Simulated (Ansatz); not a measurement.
Here is an Ansatz 0.2.0 calculation.

The input input.yaml:

```yaml
crystal:
  lattice:
    - [0.0, 1.9156, 1.9156]
    - [1.9156, 0.0, 1.9156]
    - [1.9156, 1.9156, 0.0]
  atoms:
    - { symbol: Ir, position: [0.0, 0.0, 0.0] }
kpoints:
  mp_grid: { grid: [12, 12, 12] }
  band_path:
    path:
      - [0.0, 0.0, 0.0]
      - [0.5, 0.0, 0.5]
      - [0.5, 0.25, 0.75]
      - [0.375, 0.375, 0.75]
      - [0.0, 0.0, 0.0]
      - [0.5, 0.5, 0.5]
      - [0.625, 0.25, 0.625]
      - [0.5, 0.25, 0.75]
    npoints: 8
scf:
  occupations: { method: fermi_dirac, width: 0.05 }
hamiltonian:
  xc: blyp
  pseudopotentials: { kind: all_electron, lapw: { basis_error: 0.001 } }
output:
  forces: true
  stress: true
  eigenvalues: true
```

Potentials or basis: all-electron LAPW, scalar-relativistic.

Run with:

```console
$ ansatz run input.yaml --threads 1 --pin off --max-ram 3072MiB --backend cpu --events-out ev --progress --plain --runs-dir out
```

**Question.** Estimate the band gap along the path.

**Answer.** None (metal or under the smearing width).

**Question.** Predict the pressure.

**Answer.** 28.7 GPa.

Levels at the corners of the path, in eV from the Fermi level:
```
point  band 18  band 19  band 20  band 21  band 22  band 23
    Γ    -3.94    -3.94    -3.94    -1.26    -1.26    13.91
    X    -7.36     0.83     1.47     1.47     1.93    10.57
    W    -4.86    -4.86    -1.85     1.47     8.17     9.23
    K    -5.96    -2.84    -0.93     0.59     6.34     7.89
    Γ    -3.94    -3.94    -3.94    -1.26    -1.26    13.91
    L    -4.05    -4.05    -0.47     0.87     0.87     7.32
    U    -5.96    -2.84    -0.93     0.59     6.34     7.89
    W    -4.86    -4.86    -1.85     1.47     8.17     9.23
```

Caveat: a pressure of tens of GPa on the cell as given is suspect, and the run, the potentials or the cell itself is likely at fault; spin-orbit coupling is left out, which moves the levels of the heavy elements.
